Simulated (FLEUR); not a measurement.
Crystal: Sc.

```
CELL_PARAMETERS angstrom
3.30900 0.00000 0.00000
-1.65450 2.86568 0.00000
0.00000 0.00000 5.27330
ATOMIC_POSITIONS crystal
Sc 0.66667 0.33333 0.75000
Sc 0.33333 0.66667 0.25000
```

* Program: FLEUR MaX-R8.1 (later development tree)
* Task: single point
* Functional: PBE
* Potentials or basis: all-electron
* Basis: FLAPW
* Kmax: 4.1 1/bohr
* k mesh: 9 × 9 × 5
* Occupations: fermi-dirac, width 0.05 eV
* Spin: no spin polarisation
* Gmax: 12.7 1/bohr
* Muffin-tin radii: Sc 2.66 bohr
* lmax: Sc 11
* Local orbitals a species: Sc 5
* Max iterations: 60
* Mixing factor: 0.05
* Mixer: Anderson
* Mixer history: 15
* Density convergence: 1e-05 me/bohr^3

On this cell: largest force under 0.003 eV/Å; band gap on the k mesh none (metal or under the smearing width).

The same run follows on a disturbed copy (atoms moved at random, drawn with an rms of 0.05 Å):

```xyz
2
Lattice="3.3090 0.0000 0.0000 -1.6545 2.8657 0.0000 0.0000 0.0000 5.2733" Properties=species:S:1:pos:R:3 pbc="T T T"
Sc    1.6784    0.9283    3.9355
Sc    0.0074    1.9079    1.3020
```

Problem. What changes?

Solution. The energy (extrapolated to zero smearing) moves by +0.2 meV/atom; largest force 0.038 eV/Å; band gap on the k mesh none (metal or under the smearing width).

Forces in eV/Å, atoms in the order of the input:
```
Sc  -0.020  0.030  0.011
Sc   0.020 -0.030 -0.011
```
